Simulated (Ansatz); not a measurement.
# Caesium, beta-Sn type under BLYP: ground state and equation of state

The plan for caesium in the beta-Sn type structure: relax it, solve it on a dense k-mesh, then scale the cell to 7 volumes from 88 to 112 % of the relaxed one and try a fit of the equation of state. Spin polarisation is left out. The k-meshes are 7×7×5 for the relaxation; 11×11×7 for the dense run; 8×8×5 for the volumes.

Computed with Ansatz 0.2.0 (DFT BLYP, plane waves (420 eV) with PAW, scalar-relativistic; PBE-made PAW files, unless a step says otherwise).

### Step 1. Starting point

Symmetry: I4_1/amd, No. 141, tetragonal system. Conventional cell: a = 9.471 Å, b = 9.471 Å, c = 5.171 Å, α = 90.00°, β = 90.00°, γ = 90.00°.

Structure file:

```cif
data_structure
_symmetry_space_group_name_H-M 'P 1'
_symmetry_Int_Tables_number 1
_cell_length_a 7.1790
_cell_length_b 7.1790
_cell_length_c 7.1790
_cell_angle_alpha 97.454
_cell_angle_beta 97.454
_cell_angle_gamma 137.779
_cell_volume 231.94
loop_
_atom_site_label
_atom_site_type_symbol
_atom_site_fract_x
_atom_site_fract_y
_atom_site_fract_z
_atom_site_occupancy
Cs1 Cs 0.00000 0.00000 0.00000 1
Cs2 Cs 0.75000 0.25000 0.50000 1
```

### Step 2. Relaxation of the cell

File input.yaml:

```yaml
crystal:
  lattice:
    - [-4.7356019808, 4.7356019808, 2.5856386815]
    - [4.7356019808, -4.7356019808, 2.5856386815]
    - [4.7356019808, 4.7356019808, -2.5856386815]
  atoms:
    - { symbol: Cs, position: [0.0, 0.0, 0.0] }
    - { symbol: Cs, position: [0.75, 0.25, 0.5] }
hamiltonian:
  xc: blyp
  pseudopotentials:
    kind: paw
    azcp:
      Cs: "pseudopotentials/Cs.paw.azcp"
basis:
  ecutwfc: 420
  fft_grid_basis: typed
kpoints:
  mp_grid: { grid: [7, 7, 5], shift: [0, 0, 0] }
magnetization:
  spin_polarized: false
scf:
  occupations: { method: fermi_dirac, width: 0.1 }
relax:
  max_steps: 60
  f_tol: 0.01
  cell: {}
output:
  write_density: true
  write_potential: true
  elf: true
  volumetric_format: npy
```

Further steps of the session: Single point on a dense mesh; At 88 % of the relaxed volume; At 92 % of the relaxed volume; At 96 % of the relaxed volume; At 100 % of the relaxed volume; At 104 % of the relaxed volume; At 108 % of the relaxed volume; At 112 % of the relaxed volume.

Q: Predict the outcome of this session. Wanted: space group; conventional cell; volume; shortest distance; gap on the mesh; relative to bcc; V₀, B₀, B₀′.

As calculated:

| quantity | value |
| --- | --- |
| space group (spins left aside) | C2/c (No. 15) |
| conventional cell | a = 5.352 Å, b = 14.238 Å, c = 7.644 Å, β = 109.62° |
| volume | 137.154 Å³/atom |
| shortest distance | 5.234 Å |
| gap on the mesh | none (levels filled in part) |
| relative to bcc | +38 meV/atom |
| V₀, B₀, B₀′ | 136.241 Å³/atom, 1.2 GPa, 4.3 |

What this shows: The relaxation enlarged the cell by 18.3 % in volume. What began as beta-Sn type has relaxed into C2/c. What follows belongs to that structure, not to the type named at the start. The mesh has less symmetry than the lattice, which may have let the distortion in. It lies 38 meV/atom above the element's reference form at the same level (bcc, from a run of its own). No gap shows: it is a metal or semimetal at this level. B₀ comes out at 1.2 GPa, a soft solid; letting shape and positions relax at each volume could only lower it.
